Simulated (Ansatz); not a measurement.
# Sn: a tetragonal deformation path

The task here is to estimate one member of a computed series from the others.

Method: DFT r2SCAN, scalar-relativistic, plane waves, PAW, in Ansatz 0.2.0.

## The structure to begin with

The structure is tetragonal, space group I4/mmm (No. 139). The conventional cell has a = 3.182 Å, b = 3.182 Å, c = 5.831 Å, α = 90.00°, β = 90.00°, γ = 90.00°. Sn (site symmetry 4/mmm) has 4 Sn at 3.18 Å in its first shell of neighbours.

Structure file:

```cif
data_structure
_symmetry_space_group_name_H-M 'I4/mmm'
_symmetry_Int_Tables_number 139
_cell_length_a 3.1815
_cell_length_b 3.1815
_cell_length_c 5.8313
_cell_angle_alpha 90.000
_cell_angle_beta 90.000
_cell_angle_gamma 90.000
_cell_volume 59.02
loop_
_atom_site_label
_atom_site_type_symbol
_atom_site_symmetry_multiplicity
_atom_site_Wyckoff_symbol
_atom_site_fract_x
_atom_site_fract_y
_atom_site_fract_z
_atom_site_occupancy
Sn1 Sn 2 a 0.00000 0.00000 0.00000 1
```

The cell is taken as given, not relaxed at this level.

Set-up of the first run:

Input file input.yaml:

```yaml
crystal:
  lattice:
    - [-1.59075, 1.59075, 2.91565]
    - [1.59075, -1.59075, 2.91565]
    - [1.59075, 1.59075, -2.91565]
  atoms:
    - { symbol: Sn, position: [0.0, 0.0, 0.0] }
basis:
  ecutwfc: 500
kpoints:
  mp_grid: { grid: [24, 24, 24] }
hamiltonian:
  xc: r2scan
scf:
  occupations: { method: gaussian, width: 0.15 }
output:
  forces: true
  stress: true
  eigenvalues: true
```

The run is started by

```
ansatz run input.yaml --threads 1 --pin off --max-ram 2560MiB --backend cpu --events-out ev --progress --plain --runs-dir out
```

Among the steps run: Zero of the scan; ρ = 0.850; ρ = 1.200; Point ρ = 0.920; ρ = 1.100; Point ρ = 0.960; At ρ = 1.050; Point ρ = 0.800; Point ρ = 1.300.

One of the session's tables, all rows but one given; the rest of the session is left out.

Collected from the runs (energy zero: the undisturbed cell):

| ρ | ΔE (meV/atom) | pressure (GPa) |
| --- | --- | --- |
| 0.800 | -9.1 | -3.3 |
| 0.850 | -9.3 | -3.3 |
| 0.920 | ? | ? |
| 0.960 | -4.3 | -3.0 |
| 1.000 | 0.0 | -2.8 |
| 1.050 | 8.8 | -2.4 |
| 1.100 | 22.4 | -1.8 |
| 1.200 | 67.0 | -0.1 |
| 1.300 | 138.5 | 2.0 |

Estimate the missing values for ρ = 0.920.

Worked estimate for «ΔE (meV/atom)». A straight line through the neighbours (0.850, -9.3) and (0.960, -4.3) gives -9.3 + (-4.3 + 9.3) × (0.920 − 0.850) / (0.960 − 0.850) = -6.1; a parabola fitted to 4 rows on both sides gives -7.1.

**Answer.** ΔE (meV/atom): -7.1; pressure (GPa): -3.2. In «ΔE (meV/atom)» the line misses by +1.0 and the parabola by 0.0.
